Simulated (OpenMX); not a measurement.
Crystal: As.

```xyz
2
Lattice="4.1310 0.0000 0.0000 2.4184 3.3491 0.0000 2.4184 1.2367 3.1124" Properties=species:S:1:pos:R:3 pbc="T T T"
As    2.0267    1.0364    0.7034
As    6.9411    3.5494    2.4090
```

Base run:

```yaml
Program: OpenMX 3.8.5
Functional: PBE
Potentials_or_basis: OpenMX 2013 PBE set, As7.0-s3p2d2, grid cutoff 500 Ry
k_mesh: 7 × 7 × 7
Occupations: fermi-dirac, width 0.05 eV
Spin: no spin polarisation
```

Its results: band gap on the k mesh none (metal or under the smearing width); pressure 6.5 GPa; largest force 1.089 eV/Å.

Task: The run is repeated on the same cell with these changes: dispersion from none to D3. What comes out?

Result: Band gap on the k mesh none (metal or under the smearing width); pressure 5.0 GPa; largest force 1.065 eV/Å.

Dispersion adds attraction, which lowers the pressure at fixed volume and, as a term added to the energy, leaves the levels alone.

Caveats: the basis of atomic orbitals isn't converged, which shifts pressures, moduli and gaps; forces of over 1 eV/Å show positions far from the minimum, so gaps and moduli don't describe the material at rest; pairwise dispersion overbinds metals, which lowers pressure and volume (some runs).
